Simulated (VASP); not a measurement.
Wanted: the native input for a VASP 6.6.1 run.

- Task: relaxation of cell and atoms
- Functional: r2SCAN
- Dispersion: D4
- Potentials or basis: VASP PAW PBE potentials, release 64 (Sn_d)
- Cutoff: 600 eV
- k mesh: 7 × 7 × 7
- Occupations: methfessel-paxton, width 0.1 eV
- Spin: no spin polarisation
- Further INCAR settings: ALGO = Normal; EDIFF = 1e-06; IBRION = 2; EDIFFG = -0.005; NSW = 60; ISIF = 3

The structure of Sn lies in POSCAR:

```
Sn
1.0
    0.0000000000      3.2333428000      3.2333428000
    3.2333428000      0.0000000000      3.2333428000
    3.2333428000      3.2333428000      0.0000000000
Sn
2
Direct
    0.7500000000      0.7500000000      0.7500000000
    0.5000000000      0.5000000000      0.5000000000
```

This isn't the form of Sn at room conditions, which is tetragonal (white tin).

These files were run (other wordings do the same):

INCAR

```
SYSTEM = Sn
  ALGO = Normal
  EDIFF = 1E-6
  EDIFFG = -0.005
  ENCUT = 600
  IBRION = 2
  ISIF = 3
  ISMEAR = 1
  IVDW = 13
  LASPH = .TRUE.
  LCHARG = .FALSE.
  LMIXTAU = .TRUE.
  LREAL = .FALSE.
  LWAVE = .FALSE.
  METAGGA = R2SCAN
  NELM = 80
  NSW = 60
  PREC = Accurate
  SIGMA = 0.1
  VDW_A1 = 0.51559235
  VDW_A2 = 5.77342911
  VDW_S6 = 1.0
  VDW_S8 = 0.6018749
```

KPOINTS

```
k-points
0
G
  7 7 7
  0 0 0
```

Potentials or basis: VASP PAW PBE potentials, release 64 (Sn_d).

Launch:

```console
$ cat potpaw_PBE.64/Sn_d/POTCAR > POTCAR
$ mpirun -np 1 vasp_std > vasp.out
```

It gave:

The relaxed volume is 35.03 Å³/atom and the relaxed cell is a = 4.627 Å, b = 4.627 Å, c = 4.627 Å, α = 60.00°, β = 60.00°, γ = 60.00°. The space group after relaxing (to 0.05 Å) is Fd-3m (No. 227). The energy gained by relaxing is 6.4 meV/atom. The ionic steps are 3. The pressure after relaxing is 0.0 GPa and the band gap on the k mesh is none (metal or under the smearing width). The dispersion energy per atom is -0.110 eV.

Caveat: the PAW data sets were made with another functional, which shifts forces and pressure a little; pairwise dispersion overbinds metals, which lowers pressure and volume.

It took 2.8 min on 1 thread of Intel(R) Xeon(R) 6975P-C (Granite Rapids), on a shared host, peak memory 0.26 GiB.
